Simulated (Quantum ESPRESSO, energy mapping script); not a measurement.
# CoO: exchange couplings from total energies, part 2 of 2

Wanted: the magnetic order of CoO, its couplings and an estimate of its ordering temperature, by PBE+U (3.5 eV), QE, GBRV.

PBE with U = 3.5 eV on Co d, ortho-atomic projectors; plane waves, U on orthogonalised atomic orbitals unless named otherwise, collinear spin, no spin–orbit coupling.

So far. Step 3 (Order 1: parallel, cell A of 4 atoms): The run ends ferromagnetic.

## Step 4: Order 2: compensated +−, cell A of 4 atoms

Level of this step: PBE with U = 3.5 eV on Co d, ortho-atomic projectors, GBRV potentials (Quantum ESPRESSO).

This order reverses 6 of the 12 neighbours at 3.20 Å, counted for an average magnetic atom.

pw.in

```
&control
  calculation = 'scf'
  prefix = 'pw'
  outdir = './tmp/'
  pseudo_dir = './pseudo/'
  verbosity = 'low'
/
&system
  ibrav = 0
  nat = 4
  ntyp = 3
  ecutwfc = 45
  ecutrho = 360
  nbnd = 35
  occupations = 'smearing'
  smearing = 'fd'
  degauss = 0.00367493
  nspin = 2
  starting_magnetization(1) = 0.1765
  starting_magnetization(2) = -0.1765
/
&electrons
  conv_thr = 1.0e-08
  electron_maxstep = 120
  mixing_beta = 0.3
  mixing_mode = 'plain'
/
ATOMIC_SPECIES
  Co1 58.9332 Co.upf
  Co2 58.9332 Co.upf
  O 15.9990 O.upf
CELL_PARAMETERS angstrom
  3.19764574 0.00000000 0.00000000
  -1.59882287 2.76924245 0.00000000
  0.00000000 0.00000000 5.22870971
ATOMIC_POSITIONS crystal
  Co1 0.99999999 1.00000000 0.00341828
  Co2 0.33333333 0.66666666 0.50341828
  O 0.99999999 1.00000000 0.37158222
  O 0.33333333 0.66666666 0.87158223
K_POINTS automatic
  11 11 6 0 0 0
HUBBARD {ortho-atomic}
U Co1-3d 3.5
U Co2-3d 3.5
```

Launch:

```bash
OMP_NUM_THREADS=1 mpirun -n 4 pw.x -nk 4 -in pw.in > pw.out
```

Output:

```text
[banner, memory and clock lines left out]
Program PWSCF v.7.5 starts
[...]
unit-cell volume          =     312.4514 (a.u.)^3
     number of atoms/cell      =            4
[...]
number of electrons       =        46.00
     number of Kohn-Sham states=           35
     kinetic-energy cutoff     =      45.0000  Ry
     charge density cutoff     =     360.0000  Ry
     scf convergence threshold =      1.0E-08
[...]
Exchange-correlation= SLA  PW   PBE  PBE
[...]
Hubbard projectors: ortho-atomic
     Hubbard parameters of DFT+U (Dudarev formulation) in eV:
[...]
atomic species   magnetization
[...]
6 Sym. Ops. (no inversion) found
[...]
number of k points=    84  Fermi-Dirac smearing, width (Ry)=  0.0037
[...]
Number of occupied Hubbard levels =   14.0000
     Atomic wfc used for Hubbard projectors are orthogonalized
[...]
iteration #  1     ecut=    45.00 Ry     beta= 0.30
[...]
Number of occupied Hubbard levels =   10.3168
     total energy              =    -656.86825178 Ry
     estimated scf accuracy    <      14.56210355 Ry
     total magnetization       =    -0.00 Bohr mag/cell
     absolute magnetization    =     7.62 Bohr mag/cell
     iteration #  2     ecut=    45.00 Ry     beta= 0.30
[...]
total energy              =    -659.22710072 Ry
     estimated scf accuracy    <      12.66985233 Ry
     total magnetization       =    -0.00 Bohr mag/cell
     absolute magnetization    =     1.99 Bohr mag/cell
     iteration #  3     ecut=    45.00 Ry     beta= 0.30
[...]
total energy              =    -661.05847133 Ry
     estimated scf accuracy    <       0.39115564 Ry
     total magnetization       =    -0.00 Bohr mag/cell
     absolute magnetization    =     5.90 Bohr mag/cell
[...]
total energy              =    -661.32557906 Ry
[...]
iteration # 22     ecut=    45.00 Ry     beta= 0.30
[...]
total energy              =    -661.32557909 Ry
     estimated scf accuracy    <       0.00000001 Ry
     total magnetization       =     0.00 Bohr mag/cell
     absolute magnetization    =     5.62 Bohr mag/cell
     iteration # 23     ecut=    45.00 Ry     beta= 0.30
[...]
Magnetic moment per site  (integrated on atomic sphere of radius R)
     atom   1 (R=0.248)  charge= 14.1502  magn=  2.4048
     atom   2 (R=0.248)  charge= 14.1498  magn= -2.4046
     atom   3 (R=0.248)  charge=  5.3481  magn= -0.0973
     atom   4 (R=0.248)  charge=  5.3476  magn=  0.0973
     End of self-consistent calculation
     =================== HUBBARD OCCUPATIONS ===================
     ------------------------ ATOM    1 ------------------------
     Tr[ns(  1)] (up, down, total) =   4.94052  2.33842  7.27894
     Atomic magnetic moment for atom   1 =   2.60211
     SPIN  1
     eigenvalues:
       0.981  0.986  0.986  0.994  0.994
     eigenvectors (columns):
       1.000  0.000 -0.000 -0.000 -0.000
       0.000  0.672 -0.190 -0.505  0.507
[...]
occupation matrix ns (before diag.):
[...]
SPIN  2
     eigenvalues:
[...]
eigenvectors (columns):
[...]
occupation matrix ns (before diag.):
[...]
------------------------ ATOM    2 ------------------------
     Tr[ns(  2)] (up, down, total) =   2.33841  4.94052  7.27894
     Atomic magnetic moment for atom   2 =  -2.60211
     SPIN  1
     eigenvalues:
[...]
eigenvectors (columns):
[...]
occupation matrix ns (before diag.):
[...]
SPIN  2
     eigenvalues:
[...]
eigenvectors (columns):
[...]
occupation matrix ns (before diag.):
[...]
-0.000  0.000 -0.004  0.990  0.000
      -0.000 -0.004 -0.000  0.000  0.990
     Number of occupied Hubbard levels =   14.5579
     Number of k-points >= 100: set verbosity='high' to print the bands.
     the Fermi energy is    10.8069 ev
!    total energy              =    -661.32557910 Ry
     estimated scf accuracy    <          1.8E-09 Ry
     smearing contrib. (-TS)   =      -0.00000001 Ry
     internal energy E=F+TS    =    -661.32557908 Ry
     The total energy is F=E-TS. E is the sum of the following terms:
     one-electron contribution =    -434.04080066 Ry
     hartree contribution      =     239.23272854 Ry
     xc contribution           =     -80.14462233 Ry
     ewald contribution        =    -386.47916662 Ry
     Hubbard energy            =       0.10628199 Ry
     total magnetization       =     0.00 Bohr mag/cell
     absolute magnetization    =     5.62 Bohr mag/cell
     convergence has been achieved in  23 iterations
```

It took 71 s on 4 MPI ranks of Arm Neoverse V2, shared host; peak memory 0.58 GiB; 4.8 min of CPU time.

Spin moment in the sphere by atom:

| atom | spin moment in the sphere (μB) |
| --- | --- |
| Co1 | 2.40 |
| Co2 | -2.40 |
| O3 | -0.10 |
| O4 | 0.10 |

The run ends antiferromagnetic, 1405.62 meV a magnetic atom below the parallel order of its cell, a difference that unlike orbital or electronic states can set, not exchange alone.

## Step 5: Order 3: parallel, cell B of 8 atoms

A new cell needs its own zero of energy.

pw.in

```
&control
  calculation = 'scf'
  prefix = 'pw'
  outdir = './tmp/'
  pseudo_dir = './pseudo/'
  verbosity = 'low'
/
&system
  ibrav = 0
  nat = 8
  ntyp = 2
  ecutwfc = 45
  ecutrho = 360
  nbnd = 72
  occupations = 'smearing'
  smearing = 'fd'
  degauss = 0.00367493
  nspin = 2
  starting_magnetization(1) = 0.1765
/
&electrons
  conv_thr = 2.0e-08
  electron_maxstep = 120
  mixing_beta = 0.3
  mixing_mode = 'plain'
/
ATOMIC_SPECIES
  Co 58.9332 Co.upf
  O 15.9990 O.upf
CELL_PARAMETERS angstrom
  -3.19764574 0.00000000 0.00000000
  0.00000000 5.53848489 0.00000000
  1.59882287 -2.76924245 -5.22870971
ATOMIC_POSITIONS crystal
  Co 0.49829087 0.49829086 0.99658172
  Co 0.99829087 0.99829086 0.99658172
  Co 0.74829087 0.08162419 0.49658172
  Co 0.24829087 0.58162419 0.49658172
  O 0.31420889 0.31420889 0.62841777
  O 0.81420889 0.81420889 0.62841777
  O 0.56420889 0.89754222 0.12841778
  O 0.06420889 0.39754222 0.12841778
K_POINTS automatic
  12 6 12 0 0 0
HUBBARD {ortho-atomic}
U Co-3d 3.5
```

Output:

```text
Program PWSCF v.7.5 starts
[...]
unit-cell volume          =     624.9028 (a.u.)^3
     number of atoms/cell      =            8
[...]
number of electrons       =        92.00
     number of Kohn-Sham states=           72
     kinetic-energy cutoff     =      45.0000  Ry
     charge density cutoff     =     360.0000  Ry
     scf convergence threshold =      2.0E-08
[...]
Exchange-correlation= SLA  PW   PBE  PBE
[...]
total energy              =   -1322.22654725 Ry
     estimated scf accuracy    <       0.00467338 Ry
     total magnetization       =    12.01 Bohr mag/cell
     absolute magnetization    =    12.28 Bohr mag/cell
     iteration # 38     ecut=    45.00 Ry     beta= 0.30
[...]
total energy              =   -1322.22604737 Ry
     estimated scf accuracy    <       0.00432613 Ry
     total magnetization       =    12.01 Bohr mag/cell
     absolute magnetization    =    12.28 Bohr mag/cell
     iteration # 39     ecut=    45.00 Ry     beta= 0.30
```

It took 27 min on 4 MPI ranks; peak memory 2.7 GiB.

The run was stopped unfinished when the time set aside for it ran out, so what it printed is not taken as a result.

## Step 6: Order 4: parallel, cell C of 8 atoms

A new cell needs its own zero of energy.

pw.in

```
&control
  calculation = 'scf'
  prefix = 'pw'
  outdir = './tmp/'
  pseudo_dir = './pseudo/'
  verbosity = 'low'
/
&system
  ibrav = 0
  nat = 8
  ntyp = 2
  ecutwfc = 45
  ecutrho = 360
  nbnd = 72
  occupations = 'smearing'
  smearing = 'fd'
  degauss = 0.00367493
  nspin = 2
  starting_magnetization(1) = 0.1765
/
&electrons
  conv_thr = 2.0e-08
  electron_maxstep = 120
  mixing_beta = 0.3
  mixing_mode = 'plain'
/
ATOMIC_SPECIES
  Co 58.9332 Co.upf
  O 15.9990 O.upf
CELL_PARAMETERS angstrom
  3.19764574 0.00000000 0.00000000
  -1.59882287 2.76924245 0.00000000
  0.00000000 0.00000000 10.45741942
ATOMIC_POSITIONS crystal
  Co 0.99999999 1.00000000 0.00170914
  Co 0.99999999 1.00000000 0.50170914
  Co 0.33333333 0.66666666 0.25170914
  Co 0.33333333 0.66666666 0.75170914
  O 0.99999999 1.00000000 0.18579111
  O 0.99999999 1.00000000 0.68579111
  O 0.33333333 0.66666666 0.43579111
  O 0.33333333 0.66666666 0.93579111
K_POINTS automatic
  11 11 3 0 0 0
HUBBARD {ortho-atomic}
U Co-3d 3.5
```

Output:

```text
[banner, memory and clock lines left out]
Program PWSCF v.7.5 starts
[...]
unit-cell volume          =     624.9028 (a.u.)^3
     number of atoms/cell      =            8
[...]
number of electrons       =        92.00
     number of Kohn-Sham states=           72
     kinetic-energy cutoff     =      45.0000  Ry
     charge density cutoff     =     360.0000  Ry
     scf convergence threshold =      2.0E-08
[...]
estimated scf accuracy    <       0.00222503 Ry
     total magnetization       =    12.01 Bohr mag/cell
     absolute magnetization    =    12.17 Bohr mag/cell
     iteration #120     ecut=    45.00 Ry     beta= 0.30
[...]
total energy              =   -1322.24357796 Ry
     estimated scf accuracy    <       0.00209465 Ry
     total magnetization       =    12.01 Bohr mag/cell
     absolute magnetization    =    12.17 Bohr mag/cell
     End of self-consistent calculation
     convergence NOT achieved after 120 iterations: stopping
```

Elapsed: 13 min, on 4 MPI ranks; peak memory 1.1 GiB.

The run stopped without converging, so none of its numbers is a property of the system.

## Step 7: The fit

Each energy difference is a sum of couplings weighted by the pairs that the order reverses. A few near shells are fitted to the differences by least squares. Energies are those extrapolated to zero occupation width, not the free energies F.

The orders side by side; each is measured from the parallel order in the same cell and on the same mesh:

| order | atoms | energy (meV a magnetic atom) | moments (μB) | moments kept as typed | opposed neighbours at 3.20 Å |
| --- | --- | --- | --- | --- | --- |
| parallel in cell A | 4 | 0.00 | 2.46 | yes | 0 |
| compensated +− in cell A | 4 | -1405.62 | 2.40 | yes | 6 |

Couplings from the energies, with E = −Σ J e·e over ordered pairs:

| pair | distance (Å) | neighbours | J (meV) |
| --- | --- | --- | --- |
| Co–Co | 3.20 | 12 | -117 |

## Step 8: Results

```
couplings : not to be trusted
```

What this shows: The warning signs here (some orders are gapless and others have a gap) can come from unlike orbital states, and these open shells were not started from one set of occupation matrices, so the fitted couplings are not taken as the crystal's.

[Logs and program files are shortened in this print: banners, set-up blocks, solver, clock and traceback lines can be left out without a mark of their own.]

[Logs are printed without paths, hosts, clocks, repeated set-up lines and the standing remarks that a program may print on its own settings, such as how far it seeks lower states.]

[Hosts, paths, dates, database ids (printed as entryN), source tags and the programs' standing remarks are cut or masked in the printed files.]

[Where a cell is said to come from a database of computed structures, the database is the Materials Project.]
